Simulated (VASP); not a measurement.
# SnO2 (P4_2/mnm) in VASP: notebook

One crystal, SnO2, is run at these levels: PBE, LDA; tasks: dielectric tensor, band structure.

Program: VASP 6.6.1. These are calculated values, not measurements. Logs are shortened: lines on timing, memory, paths and dates and some standing lists are left out, and cuts for length are marked.

## 1. Starting point

Symmetry: P4_2/mnm, No. 136, tetragonal system. The conventional cell has a = 4.830 Å, b = 4.830 Å, c = 3.242 Å, α = 90.00°, β = 90.00°, γ = 90.00°. Around Sn (site symmetry mmm) lie 6 O at 2.09 Å. Around O (site symmetry m2m) lie 3 Sn at 2.09 Å.

The cell is a database's computed one.

## 2. Dielectric tensor, PBE

INCAR

```
  PREC = Accurate
  ENCUT = 450
  EDIFF = 1E-8
  ISMEAR = 0
  SIGMA = 0.02
  LREAL = F
  LASPH = T
  NELM = 120
  ALGO = Normal
  ISIF = 2
  LWAVE = F
  LCHARG = F
  GGA = PE
  LEPSILON = T
  IBRION = 8
  KPAR = 4
```

KPOINTS

```
regular mesh
0
Gamma
  7 7 10
```

POSCAR

```
SnO2                                    
1.0
    4.8301443207      0.0000000000      0.0000000000
    0.0000000000      4.8301443207      0.0000000000
    0.0000000000      0.0000000000      3.2422423935
  Sn              O             
     2     4
Direct
     0.5000000000000000    0.5000000000000000    0.5000000000000000
     0.0000000000000000    0.0000000000000000    0.0000000000000000
     0.1934471956203723    0.8065528043796277    0.5000000000000000
     0.8065528043796277    0.1934471956203723    0.5000000000000000
     0.3065528043796277    0.3065528043796277    0.0000000000000000
     0.6934471956203723    0.6934471956203723    0.0000000000000000
```

Potentials or basis: VASP PAW PBE potentials, release 64 (Sn_d, O).

Run with:

```
> cat potpaw_PBE.64/Sn_d/POTCAR potpaw_PBE.64/O/POTCAR > POTCAR
> mpirun -np 4 vasp_std > vasp.out
```

OUTCAR:

```text
PREC = Accurate
   ENCUT = 450
   EDIFF = 1E-8
   ISMEAR = 0
   LREAL = F
   LASPH = T
   NELM = 120
   ISIF = 2
   GGA = PE
   LEPSILON = T
   IBRION = 8

 ion  position               nearest neighbor table
   1  0.500  0.500  0.500-   5 2.09   6 2.09   5 2.09   6 2.09   3 2.09   4 2.09
   2  0.000  0.000  0.000-   3 2.09   4 2.09   3 2.09   4 2.09   5 2.09   6 2.09
   3  0.193  0.807  0.500-   2 2.09   2 2.09   1 2.09
   4  0.807  0.193  0.500-   2 2.09   2 2.09   1 2.09
   5  0.307  0.307  0.000-   1 2.09   1 2.09   2 2.09
   6  0.693  0.693  0.000-   1 2.09   1 2.09   2 2.09

  LATTYP: Found a simple tetragonal cell.
 ALAT       =     4.8301443207
 C/A-ratio  =     0.6712516600

  Lattice vectors:

 A1 = (   4.8301443207,   0.0000000000,   0.0000000000)
 A2 = (   0.0000000000,   4.8301443207,   0.0000000000)
 A3 = (   0.0000000000,   0.0000000000,   3.2422423935)

Analysis of symmetry for initial positions (statically):
=====================================================================
 Subroutine PRICEL returns:
 Original cell was already a primitive cell.

 Routine SETGRP: Setting up the symmetry group for a
 simple tetragonal supercell.

 Subroutine GETGRP returns: Found 16 space group operations
 (whereof  8 operations were pure point group operations)
 out of a pool of 16 trial point group operations.

The static configuration has the point symmetry D_2h.
 The point group associated with its full space group is D_4h.

Analysis of symmetry for dynamics (positions and initial velocities):
=====================================================================
 Subroutine PRICEL returns:
 Original cell was already a primitive cell.

 Routine SETGRP: Setting up the symmetry group for a
 simple tetragonal supercell.

 Subroutine GETGRP returns: Found 16 space group operations
 (whereof  8 operations were pure point group operations)
 out of a pool of 16 trial point group operations.

The dynamic configuration has the point symmetry D_2h.
 The point group associated with its full space group is D_4h.

 Subroutine INISYM returns: Found 16 space group operations
 (whereof  8 operations are pure point group operations),
 and found     1 'primitive' translations

----------------------------------------------------------------------------------------

                                     Primitive cell
[... 1072 lines left out ...]
          XX          YY          ZZ          XY          YZ          ZX
  --------------------------------------------------------------------------------
  x     0.00000     0.00000     0.00000     0.00000     0.00000     0.00000
  y     0.00000     0.00000     0.00000     0.00000     0.00000     0.00000
  z     0.00000     0.00000     0.00000     0.00000     0.00000     0.00000

 PIEZOELECTRIC TENSOR (including local field effects)  for field in x, y, z        (C/m^2)
          XX          YY          ZZ          XY          YZ          ZX
  --------------------------------------------------------------------------------
  x     0.00000     0.00000     0.00000     0.00000     0.00000     0.00000
  y     0.00000     0.00000     0.00000     0.00000     0.00000     0.00000
  z     0.00000     0.00000     0.00000     0.00000     0.00000     0.00000

 BORN EFFECTIVE CHARGES (including local field effects) (in |e|, cummulative output)
 ---------------------------------------------------------------------------------
 ion    1
    1     4.12078    -0.52670     0.00000
    2    -0.52670     4.12078     0.00000
    3     0.00000     0.00000     4.50741
 ion    2
    1     4.12078     0.52670     0.00000
    2     0.52670     4.12078     0.00000
    3     0.00000     0.00000     4.50741
 ion    3
    1    -2.06039     0.75632     0.00000
    2     0.75632    -2.06039     0.00000
    3     0.00000     0.00000    -2.25370
 ion    4
    1    -2.06039     0.75632     0.00000
    2     0.75632    -2.06039     0.00000
    3     0.00000     0.00000    -2.25370
 ion    5
    1    -2.06039    -0.75632     0.00000
    2    -0.75632    -2.06039     0.00000
    3     0.00000     0.00000    -2.25370
 ion    6
    1    -2.06039    -0.75632     0.00000
    2    -0.75632    -2.06039     0.00000
    3     0.00000     0.00000    -2.25370

 INTERNAL STRAIN TENSOR FOR ION    6 for displacements in x,y,z  (eV/Angst):
          X           Y           Z          XY          YZ          ZX
  --------------------------------------------------------------------------------
  x    -2.18364    -1.26758    -3.95807     1.50024     0.00000     0.00000
  y    -1.26758    -2.18364    -3.95807     1.48994     0.00000     0.00000
  z     0.00000     0.00000     0.00000     0.00000    -4.13097    -4.72925

 SECOND DERIVATIVES (NOT SYMMETRIZED)
 ------------------------------------
[... 6 lines left out ...]
  2Z     0.000000    0.000000    0.062776    0.000000    0.000000  -17.372908    0.000000    0.000000    8.248298    0.000000    0.000000    8.248298    0.000000    0.000000    0.406769    0.000000    0.000000    0.406769
  3X     1.966487   -2.736906    0.000000    4.252907   -3.494480    0.000000  -11.875730    8.373462    0.000000    2.362487   -2.147015    0.000000   -0.259571   -0.386310    0.000000    3.553419    0.391248    0.000000
  3Y    -2.736906    1.966487    0.000000   -3.494480    4.252907    0.000000    8.373462  -11.875730    0.000000   -2.147015    2.362487    0.000000    0.391248    3.553419    0.000000   -0.386310   -0.259571    0.000000
  3Z     0.000000    0.000000    0.402209    0.000000    0.000000    8.250942    0.000000    0.000000  -11.617360    0.000000    0.000000   -0.334497    0.000000    0.000000    1.649353    0.000000    0.000000    1.649353
  4X     1.966487   -2.736906    0.000000    4.252907   -3.494480    0.000000    2.362487   -2.147015    0.000000  -11.875730    8.373462    0.000000    3.553419    0.391248    0.000000   -0.259571   -0.386310    0.000000
  4Y    -2.736906    1.966487    0.000000   -3.494480    4.252907    0.000000   -2.147015    2.362487    0.000000    8.373462  -11.875730    0.000000   -0.386310   -0.259571    0.000000    0.391248    3.553419    0.000000
  4Z     0.000000    0.000000    0.402209    0.000000    0.000000    8.250942    0.000000    0.000000   -0.334497    0.000000    0.000000  -11.617360    0.000000    0.000000    1.649353    0.000000    0.000000    1.649353
  5X     4.252907    3.494480    0.000000    1.966487    2.736906    0.000000   -0.259571    0.386310    0.000000    3.553419   -0.391248    0.000000  -11.875730   -8.373462    0.000000    2.362487    2.147015    0.000000
  5Y     3.494480    4.252907    0.000000    2.736906    1.966487    0.000000   -0.391248    3.553419    0.000000    0.386310   -0.259571    0.000000   -8.373462  -11.875730    0.000000    2.147015    2.362487    0.000000
  5Z     0.000000    0.000000    8.250942    0.000000    0.000000    0.402209    0.000000    0.000000    1.649353    0.000000    0.000000    1.649353    0.000000    0.000000  -11.617360    0.000000    0.000000   -0.334497
  6X     4.252907    3.494480    0.000000    1.966487    2.736906    0.000000    3.553419   -0.391248    0.000000   -0.259571    0.386310    0.000000    2.362487    2.147015    0.000000  -11.875730   -8.373462    0.000000
  6Y     3.494480    4.252907    0.000000    2.736906    1.966487    0.000000    0.386310   -0.259571    0.000000   -0.391248    3.553419    0.000000    2.147015    2.362487    0.000000   -8.373462  -11.875730    0.000000
  6Z     0.000000    0.000000    8.250942    0.000000    0.000000    0.402209    0.000000    0.000000    1.649353    0.000000    0.000000    1.649353    0.000000    0.000000   -0.334497    0.000000    0.000000  -11.617360

 Eigenvectors and eigenvalues of the dynamical matrix
 ----------------------------------------------------

   1 f  =   21.173331 THz   133.035960 2PiTHz  706.266289 cm-1    87.565820 meV
             X         Y         Z           dx          dy          dz
      2.415072  2.415072  1.621121     0.000000   -0.000000    0.000000
      0.000000  0.000000  0.000000     0.000000   -0.000000   -0.000000
      0.934378  3.895766  1.621121    -0.353553    0.353553   -0.000000
      3.895766  0.934378  1.621121     0.353553   -0.353553    0.000000
      1.480694  1.480694  0.000000    -0.353553   -0.353553   -0.000000
      3.349450  3.349450  0.000000     0.353553    0.353553   -0.000000
[... 145 lines left out ...]
  18 f/i=    0.004451 THz     0.027969 2PiTHz    0.148483 cm-1     0.018409 meV
             X         Y         Z           dx          dy          dz
      2.415072  2.415072  1.621121     0.474187   -0.410987   -0.000000
      0.000000  0.000000  0.000000     0.474059   -0.410840   -0.000000
      0.934378  3.895766  1.621121     0.174229   -0.150991   -0.000000
      3.895766  0.934378  1.621121     0.174229   -0.150991   -0.000000
      1.480694  1.480694  0.000000     0.174300   -0.151073   -0.000000
      3.349450  3.349450  0.000000     0.174300   -0.151073   -0.000000

--------------------------------------------------------------------------------------------------------

 MACROSCOPIC STATIC DIELECTRIC TENSOR IONIC CONTRIBUTION
 ------------------------------------------------------
           9.030976     0.000000    -0.000000
          -0.000000     9.030976     0.000000
          -0.000000     0.000000     5.615848
 ------------------------------------------------------

 ELASTIC MODULI CONTR FROM IONIC RELAXATION (kBar)
 Direction    XX          YY          ZZ          XY          YZ          ZX
 --------------------------------------------------------------------------------
 XX         -77.1177     27.0815    -57.3845      0.0000     -0.0000      0.0000
 YY          27.0815    -77.1177    -57.3845     -0.0000      0.0000     -0.0000
 ZZ         -57.3845    -57.3845   -131.6242     -0.0000      0.0000      0.0000
 XY           0.0000     -0.0000     -0.0000    -12.9061     -0.0000      0.0000
 YZ          -0.0000      0.0000      0.0000     -0.0000   -128.1416     -0.0000
 ZX           0.0000     -0.0000      0.0000      0.0000     -0.0000   -167.9463
 --------------------------------------------------------------------------------

 PIEZOELECTRIC TENSOR IONIC CONTR  for field in x, y, z        (C/m^2)
          XX          YY          ZZ          XY          YZ          ZX
  --------------------------------------------------------------------------------
  x     0.00000    -0.00000    -0.00000    -0.00000     0.00000    -0.00000
  y    -0.00000     0.00000     0.00000    -0.00000     0.00000    -0.00000
  z     0.00000    -0.00000     0.00000    -0.00000    -0.00000    -0.00000
```

It took 5 min on 4 MPI ranks of Intel Xeon 6975P-C (Granite Rapids), shared host; peak memory 0.68 GiB.

What came out:

- Band gap on the k mesh: 0.64 eV, direct
- Electronic dielectric tensor (diagonal): 4.75, 4.75, 4.94
- Born charges (mean of the diagonal): Sn +4.25; O -2.12 e
- Highest phonon frequency at Γ, LO-TO splitting left out: 706 cm⁻¹

Levels at points of the mesh, in eV from the valence-band top:
```
           k point  band 24  band 25  band 26  band 27  band 28  band 29
(0.00, 0.00, 0.00)    -0.74    -0.74     0.00     0.64     5.66     6.04
(0.00, 0.00, 0.50)    -1.52    -1.18    -1.18     5.56     5.56     9.35
```

Phonon frequencies in cm⁻¹ (negative: imaginary):
```csv
q point,frequencies
"(0.000, 0.000, 0.000)",0 0 0 108 141 219 219 262 262 339 432 438 438 528 551 551 585 706
```

Electronic dielectric tensor:
```
4.75 0.00 0.00
0.00 4.75 0.00
0.00 0.00 4.94
```

Born effective charge tensors (e):
atom 1, Sn
```
 4.12 -0.53  0.00
-0.53  4.12  0.00
 0.00  0.00  4.51
```
atom 2, Sn
```
4.12 0.53 0.00
0.53 4.12 0.00
0.00 0.00 4.51
```
atom 3, O
```
-2.06  0.76  0.00
 0.76 -2.06  0.00
 0.00  0.00 -2.25
```
atom 4, O
```
-2.06  0.76  0.00
 0.76 -2.06  0.00
 0.00  0.00 -2.25
```
atom 5, O
```
-2.06 -0.76  0.00
-0.76 -2.06  0.00
 0.00  0.00 -2.25
```
atom 6, O
```
-2.06 -0.76  0.00
-0.76 -2.06  0.00
 0.00  0.00 -2.25
```

Caveat: the gap is small at this level, which inflates the dielectric constant; spin-orbit coupling is left out, which moves the levels of the heavy elements. As with any semilocal functional, this PBE gap is likely too small.

## 3. Band structure, LDA

POSCAR is that of step 2.

INCAR.step1

```
PREC = Accurate ; ENCUT = 450
EDIFF = 1E-6 ; ISMEAR = 0
SIGMA = 0.02 ; LREAL = False
LASPH = True ; NELM = 120
ALGO = Normal ; ISIF = 2
LWAVE = False ; LCHARG = True
KPAR = 4
```

KPOINTS.step1

```
Automatic mesh
0
Gamma
  8 8 10
```

INCAR.step2

```
PREC = Accurate ; ENCUT = 450
EDIFF = 1E-6 ; ISMEAR = 0
SIGMA = 0.05 ; LREAL = False
LASPH = True ; NELM = 120
ALGO = Normal ; ISIF = 2
LWAVE = False ; LCHARG = False
KPAR = 4 ; ICHARG = 11
```

KPOINTS.step2

```
path GXMGZRAZ,XR,MA
20
line-mode
reciprocal
 0.0000000000  0.0000000000  0.0000000000  G
 0.0000000000  0.5000000000  0.0000000000  X

 0.0000000000  0.5000000000  0.0000000000  X
 0.5000000000  0.5000000000  0.0000000000  M

 0.5000000000  0.5000000000  0.0000000000  M
 0.0000000000  0.0000000000  0.0000000000  G

 0.0000000000  0.0000000000  0.0000000000  G
 0.0000000000  0.0000000000  0.5000000000  Z

 0.0000000000  0.0000000000  0.5000000000  Z
 0.0000000000  0.5000000000  0.5000000000  R

 0.0000000000  0.5000000000  0.5000000000  R
 0.5000000000  0.5000000000  0.5000000000  A

 0.5000000000  0.5000000000  0.5000000000  A
 0.0000000000  0.0000000000  0.5000000000  Z

 0.0000000000  0.5000000000  0.0000000000  X
 0.0000000000  0.5000000000  0.5000000000  R

 0.5000000000  0.5000000000  0.0000000000  M
 0.5000000000  0.5000000000  0.5000000000  A
```

Potentials or basis: VASP PAW LDA potentials, release 64 (Sn_d, O).

Run with:

```
> cat potpaw_LDA.64/Sn_d/POTCAR potpaw_LDA.64/O/POTCAR > POTCAR
> cp INCAR.step1 INCAR
> cp KPOINTS.step1 KPOINTS
> mpirun -np 4 vasp_std > vasp.out
> cp INCAR.step2 INCAR
> cp KPOINTS.step2 KPOINTS
> mpirun -np 4 vasp_std > vasp.out
```

It took 33 s on 4 MPI ranks of Intel Xeon 6975P-C (Granite Rapids), shared host; peak memory 0.34 GiB.

It converged, with:

- Band gap on the k mesh: 0.53 eV, direct
- Band gap along the path: 0.53 eV, direct

Levels at the corners of the path, in eV from the valence-band top:
```
point  band 22  band 23  band 24  band 25  band 26  band 27  band 28  band 29  band 30  band 31
    Γ    -1.30    -1.30    -0.76    -0.76     0.00     0.53     5.44     5.79     5.79     9.82
    X    -1.95    -1.25    -1.25    -0.63    -0.63     3.72     3.72     6.52     6.52    10.13
    X    -1.95    -1.25    -1.25    -0.63    -0.63     3.72     3.72     6.52     6.52    10.13
    M    -1.93    -1.37    -1.37    -0.87    -0.87     4.09     4.09     6.91     6.91    10.20
    M    -1.93    -1.37    -1.37    -0.87    -0.87     4.09     4.09     6.91     6.91    10.20
    Γ    -1.30    -1.30    -0.76    -0.76     0.00     0.53     5.44     5.79     5.79     9.79
    Γ    -1.30    -1.30    -0.76    -0.76     0.00     0.53     5.44     5.79     5.79     9.81
    Z    -2.66    -1.57    -1.57    -1.20    -1.20     5.38     5.38     9.08     9.08    10.02
    Z    -2.66    -1.57    -1.57    -1.20    -1.20     5.38     5.38     9.08     9.08    10.02
    R    -1.71    -1.04    -1.04    -0.78    -0.78     5.64     5.64     7.36     7.36    10.26
    R    -1.71    -1.04    -1.04    -0.78    -0.78     5.64     5.64     7.36     7.36    10.26
    A    -2.49    -0.94    -0.94    -0.79    -0.79     4.14     4.14     8.31     8.31    10.27
    A    -2.49    -0.94    -0.94    -0.79    -0.79     4.14     4.14     8.31     8.31    10.27
    Z    -2.66    -1.57    -1.57    -1.20    -1.20     5.38     5.38     9.08     9.08    10.02
    X    -1.95    -1.25    -1.25    -0.63    -0.63     3.72     3.72     6.52     6.52    10.13
    R    -1.71    -1.04    -1.04    -0.78    -0.78     5.64     5.64     7.36     7.36    10.26
    M    -1.93    -1.37    -1.37    -0.87    -0.87     4.09     4.09     6.91     6.91    10.20
    A    -2.49    -0.94    -0.94    -0.79    -0.79     4.14     4.14     8.31     8.31    10.27
```

Caveat: the log is that of the step along the path at fixed density, whose energy, stress, charges and moments have no meaning; spin-orbit coupling is left out, which moves the levels of the heavy elements.

## 4. Band structure, PBE

POSCAR is that of step 3.

INCAR.step1: that of step 3 with these lines changed.

```diff
@@ -6,2 +6,2 @@
 LWAVE = False ; LCHARG = True
-KPAR = 4
+GGA = PE ; KPAR = 4
```

KPOINTS.step1 is that of step 3.

INCAR.step2: that of step 3 with these lines changed.

```diff
@@ -6,2 +6,3 @@
 LWAVE = False ; LCHARG = False
-KPAR = 4 ; ICHARG = 11
+GGA = PE ; KPAR = 4
+ICHARG = 11
```

KPOINTS.step2 is that of step 3.

Potentials or basis: VASP PAW PBE potentials, release 64 (Sn_d, O).

Run with:

```
> cat potpaw_PBE.64/Sn_d/POTCAR potpaw_PBE.64/O/POTCAR > POTCAR
> cp INCAR.step1 INCAR
> cp KPOINTS.step1 KPOINTS
> mpirun -np 4 vasp_std > vasp.out
> cp INCAR.step2 INCAR
> cp KPOINTS.step2 KPOINTS
> mpirun -np 4 vasp_std > vasp.out
```

Wall time 36 s (4 MPI ranks of Intel Xeon 6975P-C (Granite Rapids), shared host); peak memory 0.36 GiB.

Results (log left out):

- Band gap on the k mesh: 0.64 eV, direct
- Band gap along the path: 0.64 eV, direct

Levels at the corners of the path, in eV from the valence-band top:
| point | band 24 | band 25 | band 26 | band 27 | band 28 | band 29 |
| --- | --- | --- | --- | --- | --- | --- |
| Γ | -0.74 | -0.74 | 0.00 | 0.64 | 5.66 | 6.04 |
| X | -1.21 | -0.61 | -0.61 | 3.85 | 3.85 | 6.79 |
| X | -1.21 | -0.61 | -0.61 | 3.85 | 3.85 | 6.79 |
| M | -1.33 | -0.85 | -0.85 | 4.24 | 4.24 | 7.13 |
| M | -1.33 | -0.85 | -0.85 | 4.24 | 4.24 | 7.13 |
| Γ | -0.74 | -0.74 | 0.00 | 0.64 | 5.66 | 6.04 |
| Γ | -0.74 | -0.74 | 0.00 | 0.64 | 5.66 | 6.04 |
| Z | -1.52 | -1.18 | -1.18 | 5.56 | 5.56 | 9.35 |
| Z | -1.52 | -1.18 | -1.18 | 5.56 | 5.56 | 9.35 |
| R | -1.01 | -0.75 | -0.75 | 5.82 | 5.82 | 7.59 |
| R | -1.01 | -0.75 | -0.75 | 5.82 | 5.82 | 7.59 |
| A | -0.92 | -0.78 | -0.78 | 4.32 | 4.32 | 8.60 |
| A | -0.92 | -0.78 | -0.78 | 4.32 | 4.32 | 8.60 |
| Z | -1.52 | -1.18 | -1.18 | 5.56 | 5.56 | 9.35 |
| X | -1.21 | -0.61 | -0.61 | 3.85 | 3.85 | 6.79 |
| R | -1.01 | -0.75 | -0.75 | 5.82 | 5.82 | 7.59 |
| M | -1.33 | -0.85 | -0.85 | 4.24 | 4.24 | 7.13 |
| A | -0.92 | -0.78 | -0.78 | 4.32 | 4.32 | 8.60 |

Caveat: the log is that of the step along the path at fixed density, whose energy, stress, charges and moments have no meaning; spin-orbit coupling is left out, which moves the levels of the heavy elements.

## 5. The runs side by side

| task | level | potentials or basis | k mesh | gap on the mesh (eV) |
| --- | --- | --- | --- | --- |
| dielectric tensor | PBE | VASP PAW PBE potentials, release 64 (Sn_d, O) | 7 × 7 × 10 | 0.64 |
| band structure | LDA | VASP PAW LDA potentials, release 64 (Sn_d, O) | 8 × 8 × 10 | 0.53 |
| band structure | PBE | VASP PAW PBE potentials, release 64 (Sn_d, O) | 8 × 8 × 10 | 0.64 |

Alike in all rows: no spin polarisation; cell as given; cutoff (eV) 450; smearing gaussian 0.02 eV.

Caveats: spin-orbit coupling is left out, which moves the levels of the heavy elements; the gap is small at this level, which inflates the dielectric constant (some runs).

Absolute energies hang on the potentials; compare differences alone.
